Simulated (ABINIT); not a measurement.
Au:

```
CELL_PARAMETERS angstrom
1.41131 -2.55593 0.00000
1.41131 2.55593 0.00000
0.00000 0.00000 4.89317
ATOMIC_POSITIONS crystal
Au 0.33467 0.66533 0.25000
Au 0.66533 0.33467 0.75000
```

This isn't the form of Au at room conditions, which is fcc.

* Program: ABINIT 10.8.3 (patched build)
* Task: relaxation of cell and atoms
* Functional: LDA
* Potentials or basis: JTH PAW LDA v2.0
* Cutoff: 544 eV
* k mesh: 11 × 11 × 6
* Occupations: fermi-dirac, width 0.05 eV
* Spin: no spin polarisation

At the start: pressure -9.5 GPa; volume 17.65 Å³/atom.

**Question.** Where does the relaxation end?

**Answer.** Over 19 steps the energy falls by 38.6 meV/atom and the volume is 16.61 Å³/atom (-5.9 %); space group P6_3/mmc (No. 194, to 0.05 Å).

The path:
| step | energy change (eV) | largest force (eV/Å) | pressure (GPa) | volume (Å³) |
| --- | --- | --- | --- | --- |
| 1 | 0.0000 | 0.0150 | -9.45 | 35.30 |
| 2 | -0.0487 | 0.0239 | -5.20 | 34.29 |
| 3 | -0.0699 | 0.0290 | 1.16 | 33.07 |
| 4 | -0.0719 | 0.0259 | 0.49 | 33.18 |
| 5 | -0.0765 | 0.0095 | -0.39 | 33.29 |
| 6 | -0.0772 | 0.0005 | -0.16 | 33.24 |
| 7 | -0.0772 | 0.0032 | -0.02 | 33.22 |
| 8 | -0.0772 | 0.0034 | 0.00 | 33.22 |
| 9 | -0.0772 | 0.0039 | 0.04 | 33.21 |
| 10 | -0.0773 | 0.0041 | 0.03 | 33.21 |
| 11 | -0.0773 | 0.0040 | 0.01 | 33.22 |
| 12 | -0.0773 | 0.0040 | -0.01 | 33.22 |
| 13 | -0.0773 | 0.0038 | -0.03 | 33.22 |
| 14 | -0.0773 | 0.0035 | -0.07 | 33.23 |
| 15 | -0.0773 | 0.0027 | -0.11 | 33.24 |
| 16 | -0.0773 | 0.0012 | -0.12 | 33.24 |
| 17 | -0.0773 | 0.0001 | -0.08 | 33.23 |
| 18 | -0.0773 | 0.0002 | -0.02 | 33.22 |
| 19 | -0.0773 | 0.0000 | 0.00 | 33.22 |

Final structure:
```yaml
crystal:
  lattice:
    - [1.42321, -2.46502, 0.00000]
    - [1.42321, 2.46502, 0.00000]
    - [0.00000, 0.00000, 4.73408]
  atoms:
    - { symbol: Au, position: [0.33332, 0.66668, 0.25000] }
    - { symbol: Au, position: [0.66668, 0.33332, 0.75000] }
```
